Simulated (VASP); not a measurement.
Pr:

```
CELL_PARAMETERS angstrom
0.00000 2.58050 2.58050
2.58050 0.00000 2.58050
2.58050 2.58050 0.00000
ATOMIC_POSITIONS crystal
Pr 0.00000 0.00000 0.00000
```

This isn't the form of Pr at room conditions, which is double hcp.

Base run:

```yaml
Program: VASP 6.6.1
Functional: PBE
Potentials_or_basis: VASP PAW PBE potentials, release 64 (Pr)
Cutoff: 520 eV
k_mesh: 9 × 9 × 9
Occupations: gaussian, width 0.02 eV
Spin: collinear spin, ferromagnetic start
Starting_moments: "[2.0] μB"
```

Its results: band gap on the k mesh none (metal or under the smearing width); pressure -0.7 GPa; net moment 2.68 μB per cell.

Question: After a change of settings the same cell gave: band gap on the k mesh none (metal or under the smearing width); pressure 2.2 GPa; net moment 0.00 μB per cell. Which change was it?
A. occupations from gaussian, width 0.02 eV to fermi-dirac, width 0.05 eV; further incar settings from ALGO = Normal; EDIFF = 1e-06 to ALGO = Normal; EDIFF = 1e-07; NBANDS = 16
B. potentials or basis from VASP PAW PBE potentials, release 64 (Pr) to VASP PAW PBE potentials, release 64 (Pr_3), 4f in core; cutoff from 520 eV to 600 eV; further incar settings from ALGO = Normal; EDIFF = 1e-06 to ALGO = Fast; EDIFF = 1e-06; NBANDS = 16; valence electrons from 13 to 11
C. further incar settings from ALGO = Normal; EDIFF = 1e-06 to ALGO = Normal; EDIFF = 1.00e-06; NBANDS = 16

Answer: B.

Caveats: the magnetic or orbital state may not be the lowest; spin-orbit coupling is left out, which moves the levels of the heavy elements; the 4f electrons are frozen in the core as for a trivalent ion, so they carry no moment and show no levels (some runs).
